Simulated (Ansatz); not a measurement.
# Rh: the cost of one run

Computed with Ansatz 0.2.0 (DFT PBE, scalar-relativistic, plane waves, PAW, unless a step's input says otherwise).

The COD entry's cell or inner coordinates are ideal or old and differ from later refinements, so a difference from it is no clean test against experiment.

2 further runs of the same task are left out: 2 set aside as unsound or not needed. Runs told in other sessions of the task aren't counted.

**1. The structure to begin with**

Symmetry: Fm-3m, No. 225, cubic system. Conventional cell: a = 3.830 Å, b = 3.830 Å, c = 3.830 Å, α = 90.00°, β = 90.00°, γ = 90.00°. Rh (site symmetry m-3m) has 12 Rh at 2.71 Å in its first shell of neighbours.

Coordinates:

```
CELL_PARAMETERS angstrom
0.00000 1.91499 1.91499
1.91499 0.00000 1.91499
1.91499 1.91499 0.00000
ATOMIC_POSITIONS crystal
Rh 0.00000 0.00000 0.00000
```

It is the result of an earlier relaxation at this level (volume 14.05 Å³/atom; gap on the mesh: none (metal)).

**2. The bulk in the plane's own cell**

To let mesh errors cancel, the bulk is computed in a cell built on the (001) plane.

Input file input.yaml:

```yaml
crystal:
  lattice:
    - [2.7082034566, 0.0, 0.0]
    - [0.0, 2.7082034566, 0.0]
    - [0.0, 0.0, 3.8299780579]
  atoms:
    - { symbol: Rh, position: [0.0, 0.0, 0.0] }
    - { symbol: Rh, position: [0.5, 0.5, 0.5] }
basis:
  ecutwfc: 420
kpoints:
  mp_grid: { grid: [12, 12, 12] }
hamiltonian:
  xc: pbe
scf:
  occupations: { method: gaussian, width: 0.1 }
output:
  forces: true
  stress: true
  eigenvalues: true
```

The run is started by

```console
$ ansatz run input.yaml --threads 4 --pin off --max-ram 11264MiB --backend cpu --events-out ev --progress --plain --runs-dir out
```

**Question.** How long does this run take on 4 threads of Intel Xeon Platinum 8488C (Sapphire Rapids), shared host, and how much memory does it need?

About 1.1 s, with a peak of 0.43 GiB.
